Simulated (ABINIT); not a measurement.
# Au (Fm-3m) in ABINIT: a series of runs

Aim: see how the results for Au move with the level of theory and the settings. Levels: LDA, LDA-Teter. Tasks: equation of state, band structure.

All numbers are computed with ABINIT 10.8.3 (patched build); they aren't measurements. Logs are shortened: lines on timing, memory, paths and dates and some standing lists are left out, and cuts for length are marked. The log counts tension as positive stress, the text compression.

### Step 1. Starting point

Symmetry: Fm-3m, No. 225, cubic system. The conventional cell has a = 4.070 Å, b = 4.070 Å, c = 4.070 Å, α = 90.00°, β = 90.00°, γ = 90.00°. Au (site symmetry m-3m) has 12 Au at 2.88 Å as nearest neighbours.

### Step 2. Equation of state, LDA

Contents of run.abi:

```
ndtset 7
getwfk -1
scalecart1 3*0.9795861087
scalecart2 3*0.9864848297
scalecart3 3*0.9932883884
scalecart4 3*1.0000000000
scalecart5 3*1.0066227096
scalecart6 3*1.0131594038
scalecart7 3*1.0196128224

pp_dirpath "./"
pseudos "Au_sc.hgh"

acell 2.8779245994 2.8779245994 2.8779245994 Angstrom
rprim
     0.0000000000     0.7071067812     0.7071067812
     0.7071067812     0.0000000000     0.7071067812
     0.7071067812     0.7071067812     0.0000000000
ntypat 1
znucl 79
natom 1
typat 1
xred
     0.0000000000     0.0000000000     0.0000000000

ecut 517.016339 eV

kptopt 1
ngkpt 11 11 11
nshiftk 1
shiftk 0.0 0.0 0.0

ixc 7

nband 10
occopt 3
tsmear 0.00183747

nstep 100
tolvrs 1.0e-10

iomode 3
prtwf 1
prtden 0
prteig 0
prtebands 0
enunit 2
```

Potentials or basis: HGH LDA semicore.

Started as:

```
$ abinit run.abi > log 2>&1
```

run.abo:

```text
.Version 10.8.3 of ABINIT
 DATASET    1 : space group Fm -3 m (#225); Bravais cF (face-center cubic)
================================================================================
 Values of the parameters that define the memory need for DATASET  1.
     intxc =       0    ionmov =       0      iscf =       7    lmnmax =       6
     lnmax =       6     mgfft =      24  mpssoang =       3    mqgrid =    3001
     natom =       1  nloc_mem =       1    nspden =       1   nspinor =       1
    nsppol =       1      nsym =      48    n1xccc =       0    ntypat =       1
    occopt =       3   xclevel =       1
       mpw =         440          nfft =       13824          nkpt =          56
================================================================================
================================================================================
[... 61 lines left out ...]
 DATASET    7 : space group Fm -3 m (#225); Bravais cF (face-center cubic)
================================================================================
 Values of the parameters that define the memory need for DATASET  7.
     intxc =       0    ionmov =       0      iscf =       7    lmnmax =       6
     lnmax =       6     mgfft =      24  mpssoang =       3    mqgrid =    3001
     natom =       1  nloc_mem =       1    nspden =       1   nspinor =       1
    nsppol =       1      nsym =      48    n1xccc =       0    ntypat =       1
    occopt =       3   xclevel =       1
       mpw =         495          nfft =       13824          nkpt =          56
================================================================================
================================================================================

--------------------------------------------------------------------------------
------------- Echo of variables that govern the present computation ------------
--------------------------------------------------------------------------------
 -outvars: echo values of preprocessed input variables --------
            acell      5.4384893039E+00  5.4384893039E+00  5.4384893039E+00 Bohr
              amu      1.96966540E+02
             ecut      1.90000000E+01 Hartree
           enunit           2
           getwfk          -1
                       outvar_i_n : Printing only first  50 k-points.
              ixc           7
           jdtset        1    2    3    4    5    6    7
                       outvar_i_n : Printing only first  50 k-points.
         kptrlatt       11    0    0      0   11    0      0    0   11
          kptrlen1     5.86021543E+01
          kptrlen2     5.90148591E+01
          kptrlen3     5.94218710E+01
          kptrlen4     5.98233823E+01
          kptrlen5     6.02195752E+01
          kptrlen6     6.06106224E+01
          kptrlen7     6.09966877E+01
            natom           1
            nband          10
           ndtset           7
            ngfft          24      24      24
             nkpt          56
            nstep         100
             nsym          48
           ntypat           1
                       prtocc : prtvol=0, do not print more k-points.
           occopt           3
           prtden           0
        prtebands           0
           prteig           0
            rprim1     0.0000000000E+00  6.9267198023E-01  6.9267198023E-01
                       6.9267198023E-01  0.0000000000E+00  6.9267198023E-01
                       6.9267198023E-01  6.9267198023E-01  0.0000000000E+00
            rprim2     0.0000000000E+00  6.9755011263E-01  6.9755011263E-01
                       6.9755011263E-01  0.0000000000E+00  6.9755011263E-01
                       6.9755011263E-01  6.9755011263E-01  0.0000000000E+00
            rprim3     0.0000000000E+00  7.0236095512E-01  7.0236095512E-01
                       7.0236095512E-01  0.0000000000E+00  7.0236095512E-01
                       7.0236095512E-01  7.0236095512E-01  0.0000000000E+00
            rprim4     0.0000000000E+00  7.0710678120E-01  7.0710678120E-01
                       7.0710678120E-01  0.0000000000E+00  7.0710678120E-01
                       7.0710678120E-01  7.0710678120E-01  0.0000000000E+00
            rprim5     0.0000000000E+00  7.1178974407E-01  7.1178974407E-01
                       7.1178974407E-01  0.0000000000E+00  7.1178974407E-01
                       7.1178974407E-01  7.1178974407E-01  0.0000000000E+00
            rprim6     0.0000000000E+00  7.1641188486E-01  7.1641188486E-01
                       7.1641188486E-01  0.0000000000E+00  7.1641188486E-01
                       7.1641188486E-01  7.1641188486E-01  0.0000000000E+00
            rprim7     0.0000000000E+00  7.2097514092E-01  7.2097514092E-01
                       7.2097514092E-01  0.0000000000E+00  7.2097514092E-01
                       7.2097514092E-01  7.2097514092E-01  0.0000000000E+00
          spgroup         225
           tolvrs      1.00000000E-10
           tsmear      1.83747000E-03 Hartree
            typat      1
                       outvars : Printing only first  50 k-points.
            znucl       79.00000

================================================================================

 chkinp: Checking input parameters for consistency, jdtset=   1.

 chkinp: Checking input parameters for consistency, jdtset=   2.

 chkinp: Checking input parameters for consistency, jdtset=   3.

 chkinp: Checking input parameters for consistency, jdtset=   4.
[... 32 lines left out ...]
 getcut : COMMENT -
  Note that boxcut > 2.2 ; recall that boxcut=Gcut(box)/Gcut(sphere) = 2
  is sufficient for exact treatment of convolution.
  Such a large boxcut is a waste : you could raise ecut
  e.g. ecut=   25.037470 Hartrees makes boxcut=2

--- Pseudopotential description ------------------------------------------------
- pspini: atom type   1  psp file is ./Au_sc.hgh
    3    1    2    0      2001   0.00000      pspcod,pspxc,lmax,lloc,mmax,r2well

 pspatm : COMMENT -
  the projectors are not normalized,
  so that the KB energies are not consistent with
  definition in PRB44, 8503 (1991).
  However, this does not influence the results obtained hereafter.

   6.77545901E+02                                ecore*ucvol(ha*bohr**3)
--------------------------------------------------------------------------------

================================================================================

--- !BeginCycle
iteration_state: {dtset: 1, }
solver: {iscf: 7, nstep: 100, nline: 4, wfoptalg: 0, }
tolerances: {tolvrs: 1.00E-10, }
...

     iter   Etot(hartree)      deltaE(h)  residm     vres2
 ETOT  1  -32.924611075231    -3.292E+01 1.103E-01 8.836E+02
 ETOT  2  -33.218003320751    -2.934E-01 1.265E-03 1.484E+02
 ETOT  3  -33.291869561313    -7.387E-02 3.754E-03 2.270E+00
 ETOT  4  -33.292767360972    -8.978E-04 9.411E-05 2.039E-01
 ETOT  5  -33.292860627774    -9.327E-05 1.070E-05 1.487E-03
 ETOT  6  -33.292861274754    -6.470E-07 8.323E-06 7.993E-07
 ETOT  7  -33.292861275133    -3.785E-10 2.228E-06 6.114E-09
 ETOT  8  -33.292861275136    -2.771E-12 3.237E-06 6.000E-11
[... 1030 lines left out ...]
 Cartesian components of stress tensor (hartree/bohr^3)
  sigma(1 1)=  1.02404602E-03  sigma(3 2)=  0.00000000E+00
  sigma(2 2)=  1.02404602E-03  sigma(3 1)=  0.00000000E+00
  sigma(3 3)=  1.02404602E-03  sigma(2 1)=  0.00000000E+00

-Cartesian components of stress tensor (GPa)         [Pressure= -3.0128E+01 GPa]
- sigma(1 1)=  3.01284742E+01  sigma(3 2)=  0.00000000E+00
- sigma(2 2)=  3.01284742E+01  sigma(3 1)=  0.00000000E+00
- sigma(3 3)=  3.01284742E+01  sigma(2 1)=  0.00000000E+00

== END DATASET(S) ==============================================================
================================================================================

 -outvars: echo values of variables after computation  --------
            acell      5.4384893039E+00  5.4384893039E+00  5.4384893039E+00 Bohr
           etotal1    -3.3292861275E+01
           etotal2    -3.3293794968E+01
           etotal3    -3.3294441383E+01
           etotal4    -3.3294699517E+01
           etotal5    -3.3294686242E+01
           etotal6    -3.3294372536E+01
           etotal7    -3.3293916247E+01
            fcart1    -0.0000000000E+00 -0.0000000000E+00 -0.0000000000E+00
            fcart2    -0.0000000000E+00 -0.0000000000E+00 -0.0000000000E+00
            fcart3    -0.0000000000E+00 -0.0000000000E+00 -0.0000000000E+00
            fcart4    -0.0000000000E+00 -0.0000000000E+00 -0.0000000000E+00
            fcart5    -0.0000000000E+00 -0.0000000000E+00 -0.0000000000E+00
            fcart6    -0.0000000000E+00 -0.0000000000E+00 -0.0000000000E+00
            fcart7    -0.0000000000E+00 -0.0000000000E+00 -0.0000000000E+00
            rprim1     0.0000000000E+00  6.9267198023E-01  6.9267198023E-01
                       6.9267198023E-01  0.0000000000E+00  6.9267198023E-01
                       6.9267198023E-01  6.9267198023E-01  0.0000000000E+00
            rprim2     0.0000000000E+00  6.9755011263E-01  6.9755011263E-01
                       6.9755011263E-01  0.0000000000E+00  6.9755011263E-01
                       6.9755011263E-01  6.9755011263E-01  0.0000000000E+00
            rprim3     0.0000000000E+00  7.0236095512E-01  7.0236095512E-01
                       7.0236095512E-01  0.0000000000E+00  7.0236095512E-01
[... 9 lines left out ...]
                       7.1641188486E-01  7.1641188486E-01  0.0000000000E+00
            rprim7     0.0000000000E+00  7.2097514092E-01  7.2097514092E-01
                       7.2097514092E-01  0.0000000000E+00  7.2097514092E-01
                       7.2097514092E-01  7.2097514092E-01  0.0000000000E+00
           strten1     2.7351335872E-04  2.7351335872E-04  2.7351335872E-04
                       0.0000000000E+00  0.0000000000E+00  0.0000000000E+00
           strten2     4.5153905352E-04  4.5153905352E-04  4.5153905352E-04
                       0.0000000000E+00  0.0000000000E+00  0.0000000000E+00
           strten3     6.0082226766E-04  6.0082226766E-04  6.0082226766E-04
                       0.0000000000E+00  0.0000000000E+00  0.0000000000E+00
           strten4     7.3251521616E-04  7.3251521616E-04  7.3251521616E-04
                       0.0000000000E+00  0.0000000000E+00  0.0000000000E+00
           strten5     8.4481284112E-04  8.4481284112E-04  8.4481284112E-04
                       0.0000000000E+00  0.0000000000E+00  0.0000000000E+00
           strten6     9.4362313374E-04  9.4362313374E-04  9.4362313374E-04
                       0.0000000000E+00  0.0000000000E+00  0.0000000000E+00
           strten7     1.0240460230E-03  1.0240460230E-03  1.0240460230E-03
                       0.0000000000E+00  0.0000000000E+00  0.0000000000E+00
 Calculation completed.
```

It took 29 s on 1 thread of Arm Neoverse V2, shared host; peak memory 0.11 GiB.

Results:

```yaml
Equilibrium_volume: "17.00 Å³/atom (rough: see the caveat)"
Bulk_modulus: 178 GPa (rough)
```

Energy against volume, from the lowest point:
```csv
volume (Å³/atom),energy (meV/atom)
15.843,50.02
16.181,24.61
16.518,7.02
16.855,0.00
17.192,0.36
17.529,8.90
17.866,21.31
```

Caveat: the cutoff is too short for stress, so the log's stress isn't used; pressures at fixed basis lie under the slope of the energies; the fit is doubtful: noisy points or a state that changes with volume; HGH potentials are hard and often keep d shells in the core, so these values are rough.

[end of part 1 of 2]
